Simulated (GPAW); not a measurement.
Input of a GPAW 26.7.0 run:

Contents of run.py:

```python
import numpy as np
from ase import Atoms
from ase.dft.bandgap import bandgap
from ase.io import write
from gpaw import GPAW, PW
from gpaw.response.df import DielectricFunction

atoms = Atoms(['Te', 'Be'],
              cell=[[0.0, 2.7325629784, 2.7325629784],
                    [2.7325629784, 0.0, 2.7325629784],
                    [2.7325629784, 2.7325629784, 0.0]],
              scaled_positions=[[0.75, 0.75, 0.75],
                                [0.0, 0.0, 0.0]],
              pbc=True)

calc = GPAW(mode=PW(650),
            xc='PBE',
            kpts={'size': (7, 7, 7), 'gamma': True},
            occupations={'name': 'fermi-dirac', 'width': 0.001},
            nbands=11,
            convergence={'density': 1e-06},
            maxiter=150,
            txt='gpaw.txt')
atoms.calc = calc
energy = atoms.get_potential_energy()
calc.write('gs.gpw')
write('result.traj', atoms)
print(f'Energy: {energy:.6f} eV')
print('Fermi level:', round(calc.get_fermi_level(), 4), 'eV')
print(f'Gap: {bandgap(calc)[0]:.4f} eV, direct: {bandgap(calc, direct=True)[0]:.4f} eV')

for size in [(21, 21, 21)]:
    name = 'x'.join(str(n) for n in size)
    dense = calc.fixed_density(kpts={'size': size, 'gamma': True},
                               nbands=30, convergence={'bands': 24, 'eigenstates': 1e-7},
                               update_fermi_level=True, txt=f'dense-{name}.txt')
    dense.write(f'{name}.gpw', mode='all')
    df = DielectricFunction(f'{name}.gpw', frequencies=np.array([0.0]), hilbert=False, eta=0.001,
                            ecut=80, nbands=24, intraband=False, txt=f'df-{name}.txt')
    for xc in ['RPA']:
        for direction in ['x', 'y', 'z', [0, 1, 1], [1, 0, 1], [1, 1, 0]]:
            e0, e = df.get_macroscopic_dielectric_constant(xc=xc, direction=direction)
            print(f'{name} {xc} {direction}: {e0:.4f} without, {e:.4f} with local fields')
```

Potentials or basis: GPAW PAW data sets (gpaw-data 1.2.1), pw.

The run is started by

```bash
$ OMP_NUM_THREADS=1 python run.py
```

Problem. Predict the electronic dielectric tensor (diagonal).

Solution. 6.97.

Problem. What does it give for the band gap on the k mesh?

Solution. 1.81 eV, indirect (least direct gap 3.54 eV).

Electronic dielectric tensor:
```
6.97 0.00 0.00
0.00 6.97 0.00
0.00 0.00 6.97
```

Caveat: the long-wavelength limit can be off by a per cent or two; spin-orbit coupling is left out, which moves the levels of the heavy elements; an odd mesh through Γ misses points on the zone boundary, where band edges often lie. A hybrid or GW would open this gap; PBE tends to underestimate it.
